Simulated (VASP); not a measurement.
# Sn (Fd-3m) in VASP: notebook

Runs on Sn. Level: PBEsol. Tasks: relaxation of cell and atoms.

Everything below comes from runs of VASP 6.6.1. Logs are shortened: lines on timing, memory, paths and dates and some standing lists are left out, and cuts for length are marked.

## 1. The crystal as given

It takes space group Fd-3m (No. 227, cubic). The conventional cell has a = 6.467 Å, b = 6.467 Å, c = 6.467 Å, α = 90.00°, β = 90.00°, γ = 90.00°. Around Sn (site symmetry -43m) lie 4 Sn at 2.80 Å.

This isn't the form of Sn at room conditions, which is tetragonal (white tin).

## 2. Relaxation of cell and atoms, PBEsol

Contents of INCAR:

```
PREC = Accurate ; ENCUT = 520
EDIFF = 1E-7 ; ISMEAR = 0
SIGMA = 0.02 ; LREAL = False
LASPH = True ; NELM = 60
ALGO = Normal ; ISIF = 3
LWAVE = False ; LCHARG = False
GGA = PS ; IBRION = 2
NSW = 80 ; EDIFFG = -0.002
```

Contents of KPOINTS:

```
regular mesh
0
Gamma
  8 8 8
```

Contents of POSCAR:

```
Sn
1.0
    0.0000000000      3.2333428000      3.2333428000
    3.2333428000      0.0000000000      3.2333428000
    3.2333428000      3.2333428000      0.0000000000
Sn
2
Direct
    0.0000000000      0.0000000000      0.0000000000
    0.2500000000      0.2500000000      0.2500000000
```

Potentials or basis: VASP PAW PBE potentials, release 64 (Sn_d).

Run with:

```sh
$ cat potpaw_PBE.64/Sn_d/POTCAR > POTCAR
$ mpirun -np 1 vasp_std > vasp.out
```

OUTCAR:

```text
PREC = Accurate
   ENCUT = 520
   EDIFF = 1E-7
   ISMEAR = 0
   LREAL = False
   LASPH = True
   NELM = 60
   ISIF = 3
   GGA = PS
   IBRION = 2
   NSW = 80
   EDIFFG = -0.002

 ion  position               nearest neighbor table
   1  0.000  0.000  0.000-   2 2.80   2 2.80   2 2.80   2 2.80
   2  0.250  0.250  0.250-   1 2.80   1 2.80   1 2.80   1 2.80

  LATTYP: Found a face centered cubic cell.
 ALAT       =     6.4666856000

  Lattice vectors:

 A1 = (   0.0000000000,   3.2333428000,   3.2333428000)
 A2 = (   3.2333428000,   0.0000000000,   3.2333428000)
 A3 = (   3.2333428000,   3.2333428000,   0.0000000000)

Analysis of symmetry for initial positions (statically):
=====================================================================
 Subroutine PRICEL returns:
 Original cell was already a primitive cell.

 Routine SETGRP: Setting up the symmetry group for a
 face centered cubic supercell.

 Subroutine GETGRP returns: Found 48 space group operations
 (whereof 24 operations were pure point group operations)
 out of a pool of 48 trial point group operations.

The static configuration has the point symmetry T_d .
 The point group associated with its full space group is O_h .

Analysis of symmetry for dynamics (positions and initial velocities):
=====================================================================
 Subroutine PRICEL returns:
 Original cell was already a primitive cell.

 Routine SETGRP: Setting up the symmetry group for a
 face centered cubic supercell.

 Subroutine GETGRP returns: Found 48 space group operations
 (whereof 24 operations were pure point group operations)
 out of a pool of 48 trial point group operations.

The dynamic configuration has the point symmetry T_d .
 The point group associated with its full space group is O_h .

 Subroutine INISYM returns: Found 48 space group operations
 (whereof 24 operations are pure point group operations),
 and found     1 'primitive' translations

----------------------------------------------------------------------------------------

                                     Primitive cell

  volume of cell :      67.6060

  direct lattice vectors                    reciprocal lattice vectors
     0.000000000  3.233342800  3.233342800    -0.154638723  0.154638723  0.154638723
     3.233342800  0.000000000  3.233342800     0.154638723 -0.154638723  0.154638723
     3.233342800  3.233342800  0.000000000     0.154638723  0.154638723 -0.154638723

  length of vectors
     4.572637240  4.572637240  4.572637240     0.267842124  0.267842124  0.267842124

  position of ions in fractional coordinates (direct lattice)
     0.000000000  0.000000000  0.000000000
     0.250000000  0.250000000  0.250000000

  ion indices of the primitive-cell ions
   primitive index   ion index
                 1           1
                 2           2

----------------------------------------------------------------------------------------

 KPOINTS: regular mesh

Automatic generation of k-mesh.
 Grid dimensions read from file:
 generate k-points for:    8    8    8

 Generating k-lattice:

  Cartesian coordinates                     Fractional coordinates (reciprocal lattice)
    -0.019329840  0.019329840  0.019329840     0.125000000  0.000000000  0.000000000
     0.019329840 -0.019329840  0.019329840     0.000000000  0.125000000  0.000000000
     0.019329840  0.019329840 -0.019329840     0.000000000  0.000000000  0.125000000

  Length of vectors
     0.033480266  0.033480266  0.033480266

  Shift w.r.t. Gamma in fractional coordinates (k-lattice)
     0.000000000  0.000000000  0.000000000

 Subroutine IBZKPT returns following result:
 ===========================================

 Found     29 irreducible k-points:

 Following reciprocal coordinates:
            Coordinates               Weight
  0.000000  0.000000  0.000000      1.000000
  0.125000  0.000000  0.000000      8.000000
  0.250000  0.000000  0.000000      8.000000
  0.375000  0.000000  0.000000      8.000000
  0.500000  0.000000  0.000000      4.000000
  0.125000  0.125000  0.000000      6.000000
[... 16 lines left out ...]
  0.500000  0.250000  0.125000     48.000000
 -0.375000  0.250000  0.125000     24.000000
 [... further k-points ...]
   k-points           NKPTS =     29   k-points in BZ     NKDIM =     29   number of bands    NBANDS=     18
   number of dos      NEDOS =    301   number of ions     NIONS =      2
   total plane-waves  NPLWV =  46656
   dimension x,y,z NGX =    36 NGY =   36 NGZ =   36
   dimension x,y,z NGXF=    72 NGYF=   72 NGZF=   72
   ions per type =               2
   NGX,Y,Z   is equivalent  to a cutoff of  13.09, 13.09, 13.09 a.u.
   NGXF,Y,Z  is equivalent  to a cutoff of  26.18, 26.18, 26.18 a.u.
 SYSTEM =  unknown system
   PREC   = accura    normal or accurate (medium, high low for compatibility)
   ISTART =      0    job   : 0-new  1-cont  2-samecut
   ICHARG =      2    charge: 1-file 2-atom 10-const
   ISPIN  =      1    spin polarized calculation?
   LNONCOLLINEAR =      F non collinear calculations
   LSORBIT =      F    spin-orbit coupling
   LASPH  =      T    aspherical Exc in radial PAW
   ENCUT  =  520.0 eV  38.22 Ry    6.18 a.u.   8.50  8.50  8.50*2*pi/ulx,y,z
   NELM   =     60;   NELMIN=  2; NELMDL= -5     # of ELM steps
   EDIFF  = 0.1E-06   stopping-criterion for ELM
   LREAL  =      F    real-space projection
   EDIFFG = -.2E-02   stopping-criterion for IOM
   NSW    =     80    number of steps for IOM
   IBRION =      2    ionic relax: 0-MD 1-quasi-New 2-CG
   NFREE  =      1    steps in history (QN), initial steepest desc. (CG)
   ISIF   =      3    stress and relaxation
   ISYM   =      2    0-nonsym 1-usesym 2-fastsym
   POTIM  = 0.5000    time-step for ionic-motion
   TEBEG  =    0.0;   TEEND  =   0.0 temperature during run
   PSTRESS=    0.0 pullay stress
   NELECT =      28.0000    total number of electrons
   NUPDOWN=      -1.0000    fix difference up-down
   EMIN   =  10.00;   EMAX   =-10.00  energy-range for DOS
   EFERMI =   0.00;   METHOD = LEGACY
   ISMEAR =     0;   SIGMA  =   0.02  broadening in eV -4-tet -1-fermi 0-gaus
   EFERMI_NEDOS =   21; number of points for ismear=-14 and -15
   IALGO  =     38    algorithm
   IMIX   =      4    mixing-type and parameters
     AMIX     =   0.40;   BMIX     =  1.00
     AMIX_MAG =   1.60;   BMIX_MAG =  1.00
  volume/ion in A,a.u.               =      33.80       228.11
  Fermi-wavevector in a.u.,A,eV,Ry     =   1.220298  2.306028 20.260793  1.489126
  Thomas-Fermi vector in A             =   2.355520
   LORBIT       =      0    0 simple, 1 ext, 2 COOP (PROOUT), +10 PAW based schemes
   GGA     = PS    functional components
   LHFCALC =     F    Hartree Fock is set to
   AEXX    =    0.0000 exact exchange contribution
   IVDW    =     0    specifies the selected vdW correction
   LEPSILON=     F    determine dielectric tensor
   LRPA    =     F    only Hartree local field effects (RPA)
 conjugate gradient relaxation of ions
 non-spin polarized calculation
 Gauss-broadening in eV      SIGMA  =   0.02
  energy-cutoff  :      520.00
  volume of cell :       67.61
 maximum number of plane-waves:      1841
 NGX is ok and might be reduce to    36
   NGX = 17   NGY = 17   NGZ = 17

--------------------------------------- Ionic step        1  -------------------------------------------

 number of electron      28.0000008 magnetization

 Free energy of the ion-electron system (eV)
  ---------------------------------------------------
  ext. energy  EPLUGINS =         0.00000000
  ---------------------------------------------------
  free energy    TOTEN  =        -8.44607493 eV

  energy without entropy =       -8.44598678  energy(sigma->0) =       -8.44603086

------------------------ aborting loop because EDIFF is reached ----------------------------------------

  FORCE on cell =-STRESS in cart. coord.  units (eV):
  Direction    XX          YY          ZZ          XY          YZ          ZX
  --------------------------------------------------------------------------------------
  -------------------------------------------------------------------------------------
  Total        0.6082713      0.6082713      0.6082713      0.0000000      0.0000000     -0.0000000
  in kB       14.4152656     14.4152656     14.4152656      0.0000000      0.0000000     -0.0000000
  external PRESSURE =      14.4152656 kB  Pullay stress =       0.0000000 kB
[... 57 lines left out ...]
  energy  without entropy=       -8.4541441160  energy(sigma->0) =       -8.45418822

--------------------------------------- Ionic step        3  -------------------------------------------

 number of electron      27.9999987 magnetization

 Free energy of the ion-electron system (eV)
  ---------------------------------------------------
  ext. energy  EPLUGINS =         0.00000000
  ---------------------------------------------------
  free energy    TOTEN  =        -8.45555134 eV

  energy without entropy =       -8.45546318  energy(sigma->0) =       -8.45550726

 E-fermi :   5.1686     XC(G=0):  -8.9721

 val. band max:        5.0820418572   @ k =   0.1250   0.0000   0.0000
 cond. band min:       5.1686415403   @ k =   0.5000   0.0000   0.0000
 fundamental gap:      0.0865996830
 Fermi energy:         5.1686415401

 k-point     1 :       0.0000    0.0000    0.0000
  band No.  band energies     occupation
      1     -16.2868      2.00000
      2     -16.2868      2.00000
      3     -16.2868      2.00000
      4     -16.2294      2.00000
      5     -16.2294      2.00000
      6     -15.9346      2.00000
[... 10 lines left out ...]
     17       7.4177      0.00000
     18       7.4177      0.00000
[... 466 lines left out ...]
      2     -16.3338      2.00000
      3     -16.2168      2.00000
      4     -16.1448      2.00000
      5     -16.1280      2.00000
      6     -16.0521      2.00000
[... 10 lines left out ...]
     17       9.9369      0.00000
     18      10.7383      0.00000

 [... further k-points ...]

------------------------ aborting loop because EDIFF is reached ----------------------------------------

  FORCE on cell =-STRESS in cart. coord.  units (eV):
  Direction    XX          YY          ZZ          XY          YZ          ZX
  --------------------------------------------------------------------------------------
  -------------------------------------------------------------------------------------
  Total       -0.0022574     -0.0022574     -0.0022574     -0.0000000     -0.0000000      0.0000000
  in kB       -0.0518332     -0.0518332     -0.0518332     -0.0000000     -0.0000000      0.0000000
  external PRESSURE =      -0.0518332 kB  Pullay stress =       0.0000000 kB
[... 17 lines left out ...]
  FREE ENERGIE OF THE ION-ELECTRON SYSTEM (eV)
  ---------------------------------------------------
  free  energy   TOTEN  =        -8.4555513368 eV

  energy  without entropy=       -8.4554631822  energy(sigma->0) =       -8.45550726

 reached required accuracy - stopping structural energy minimisation
```

Wall time 33 s (1 thread of Intel Xeon 6975P-C (Granite Rapids), shared host); peak memory 0.21 GiB.

Results:

```
Free energy                            : -8.4556 eV
Relaxed volume                         : 34.89 Å³/atom
Relaxed cell                           : a = 4.621 Å, b = 4.621 Å, c = 4.621 Å, α = 60.00°, β = 60.00°, γ = 60.00°
Space group after relaxing (to 0.05 Å) : Fd-3m (No. 227)
Energy gained by relaxing              : 4.7 meV/atom
Ionic steps                            : 3
Pressure after relaxing                : 0.0 GPa
Band gap on the k mesh                 : none (metal or under the smearing width)
```

Step by step:
| step | energy change (eV) | largest force (eV/Å) | pressure (GPa) | volume (Å³) |
| --- | --- | --- | --- | --- |
| 1 | 0.0000 | 0.0000 | 1.44 | 67.61 |
| 2 | -0.0082 | 0.0000 | -0.49 | 70.63 |
| 3 | -0.0095 | 0.0000 | -0.01 | 69.78 |

Final structure:
```
Sn
1.0
     0.00000    3.26761    3.26761
     3.26761    0.00000    3.26761
     3.26761    3.26761    0.00000
Sn
2
Direct
  0.00000 0.00000 0.00000
  0.25000 0.25000 0.25000
```

Caveat: the PAW data sets were made with another functional, which shifts forces and pressure a little. Zero-point motion and thermal expansion aren't in these numbers.

## 3. Relaxation of cell and atoms, PBEsol

This run uses another cell than the first one, of 34.89 Å³/atom, 1.032 times its volume.

INCAR is that of step 2.

KPOINTS is that of step 2.

Contents of POSCAR:

```
Sn                                      
1.0
    0.0000000000      3.2676089731      3.2676089731
    3.2676089731      0.0000000000      3.2676089731
    3.2676089731      3.2676089731      0.0000000000
  Sn            
     2
Direct
     0.0000000000000000    0.0000000000000000    0.0000000000000000
     0.2500000000000000    0.2500000000000000    0.2500000000000000
```

Potentials or basis: VASP PAW PBE potentials, release 64 (Sn_d).

Run with:

```sh
$ cat potpaw_PBE.64/Sn_d/POTCAR > POTCAR
$ mpirun -np 1 vasp_std > vasp.out
```

OUTCAR:

```text
PREC = Accurate
   ENCUT = 520
   EDIFF = 1E-7
   ISMEAR = 0
   LREAL = False
   LASPH = True
   NELM = 60
   ISIF = 3
   GGA = PS
   IBRION = 2
   NSW = 80
   EDIFFG = -0.002

 ion  position               nearest neighbor table
   1  0.000  0.000  0.000-   2 2.83   2 2.83   2 2.83   2 2.83
   2  0.250  0.250  0.250-   1 2.83   1 2.83   1 2.83   1 2.83

  LATTYP: Found a face centered cubic cell.
 ALAT       =     6.5352179462

  Lattice vectors:

 A1 = (   0.0000000000,   3.2676089731,   3.2676089731)
 A2 = (   3.2676089731,   0.0000000000,   3.2676089731)
 A3 = (   3.2676089731,   3.2676089731,   0.0000000000)

Analysis of symmetry for initial positions (statically):
=====================================================================
 Subroutine PRICEL returns:
 Original cell was already a primitive cell.

 Routine SETGRP: Setting up the symmetry group for a
 face centered cubic supercell.

 Subroutine GETGRP returns: Found 48 space group operations
 (whereof 24 operations were pure point group operations)
[... 166 lines left out ...]

  energy without entropy =       -8.45622128  energy(sigma->0) =       -8.45626536

 E-fermi :   5.1686     XC(G=0):  -8.9721

 val. band max:        5.1685607416   @ k =   0.5000   0.0000   0.0000
 cond. band min:       5.2669268305   @ k =   0.3750   0.0000   0.0000
 fundamental gap:      0.0983660888
 Fermi energy:         5.1685607417

 k-point     1 :       0.0000    0.0000    0.0000
  band No.  band energies     occupation
      1     -16.2867      2.00000
      2     -16.2867      2.00000
      3     -16.2867      2.00000
      4     -16.2293      2.00000
      5     -16.2293      2.00000
      6     -15.9345      2.00000
[... 481 lines left out ...]
      5     -16.1279      2.00000
      6     -16.0521      2.00000
[... 10 lines left out ...]
     17       9.9369      0.00000
     18      10.7382      0.00000

 [... further k-points ...]

------------------------ aborting loop because EDIFF is reached ----------------------------------------

  FORCE on cell =-STRESS in cart. coord.  units (eV):
  Direction    XX          YY          ZZ          XY          YZ          ZX
  --------------------------------------------------------------------------------------
  -------------------------------------------------------------------------------------
  Total       -0.0018722     -0.0018722     -0.0018722      0.0000000      0.0000000      0.0000000
  in kB       -0.0429880     -0.0429880     -0.0429880      0.0000000      0.0000000      0.0000000
  external PRESSURE =      -0.0429880 kB  Pullay stress =       0.0000000 kB

 VOLUME and BASIS-vectors are now :
 -----------------------------------------------------------------------------
  energy-cutoff  :      520.00
  volume of cell :       69.78
      direct lattice vectors                 reciprocal lattice vectors
     0.000000000  3.267608973  3.267608973    -0.153017085  0.153017085  0.153017085
     3.267608973  0.000000000  3.267608973     0.153017085 -0.153017085  0.153017085
     3.267608973  3.267608973  0.000000000     0.153017085  0.153017085 -0.153017085

 POSITION                                       TOTAL-FORCE (eV/Angst)
 -----------------------------------------------------------------------------------
      0.00000      0.00000      0.00000         0.000000      0.000000      0.000000
      1.63380      1.63380      1.63380        -0.000000     -0.000000     -0.000000
 -----------------------------------------------------------------------------------
    total drift:                                0.000000      0.000000      0.000000

  FREE ENERGIE OF THE ION-ELECTRON SYSTEM (eV)
  ---------------------------------------------------
  free  energy   TOTEN  =        -8.4563094326 eV

  energy  without entropy=       -8.4562212780  energy(sigma->0) =       -8.45626536

 reached required accuracy - stopping structural energy minimisation
```

OSZICAR:

```text
N       E                     dE             d eps       ncg     rms          rms(c)
DAV:   1     0.206256568511E+03    0.20626E+03   -0.14810E+04  1048   0.220E+03
DAV:   2     0.114333833932E+02   -0.19482E+03   -0.19234E+03  1044   0.448E+02
DAV:   3    -0.790306694429E+01   -0.19336E+02   -0.19025E+02  1174   0.146E+02
DAV:   4    -0.853165155297E+01   -0.62858E+00   -0.62772E+00  1162   0.290E+01
DAV:   5    -0.855676392489E+01   -0.25112E-01   -0.25111E-01  1476   0.539E+00    0.318E+00
DAV:   6    -0.848809024562E+01    0.68674E-01   -0.44415E-02  1312   0.313E+00    0.181E+00
DAV:   7    -0.845509806561E+01    0.32992E-01   -0.60012E-02  1182   0.292E+00    0.167E-01
DAV:   8    -0.845602365437E+01   -0.92559E-03   -0.67555E-03  1100   0.112E+00    0.535E-02
DAV:   9    -0.845630362886E+01   -0.27997E-03   -0.40442E-04  1322   0.152E-01    0.112E-02
DAV:  10    -0.845630743517E+01   -0.38063E-05   -0.14609E-05  1318   0.401E-02    0.507E-03
DAV:  11    -0.845630937878E+01   -0.19436E-05   -0.33672E-06  1086   0.114E-02    0.111E-03
DAV:  12    -0.845630943258E+01   -0.53792E-07   -0.68625E-08   846   0.286E-03
   1 F= -.84563094E+01 E0= -.84562654E+01  d E =-.845631E+01
```

CONTCAR:

```text
Sn
   1.00000000000000
     0.0000000000000000    3.2676089731000002    3.2676089731000002
     3.2676089731000002    0.0000000000000000    3.2676089731000002
     3.2676089731000002    3.2676089731000002    0.0000000000000000
  Sn
     2
Direct
     0.0000000000000000    0.0000000000000000    0.0000000000000000
     0.2500000000000000    0.2500000000000000    0.2500000000000000

  0.00000000E+00  0.00000000E+00  0.00000000E+00
  0.00000000E+00  0.00000000E+00  0.00000000E+00
```

Run time: 15 s. Hardware: 1 thread of Intel Xeon 6975P-C (Granite Rapids), shared host; peak memory 0.2 GiB.

What came out:

| Item | Value |
| --- | --- |
| Free energy | -8.4563 eV |
| Pressure after relaxing | 0.0 GPa |
| Band gap on the k mesh | none (metal or under the smearing width) |

Final structure:
```xyz
2
Lattice="0.0000 3.2676 3.2676 3.2676 0.0000 3.2676 3.2676 3.2676 0.0000" Properties=species:S:1:pos:R:3 pbc="T T T"
Sn    0.0000    0.0000    0.0000
Sn    1.6338    1.6338    1.6338
```

Caveat: the relaxation stopped at its first step, so nothing moved; the PAW data sets were made with another functional, which shifts forces and pressure a little.
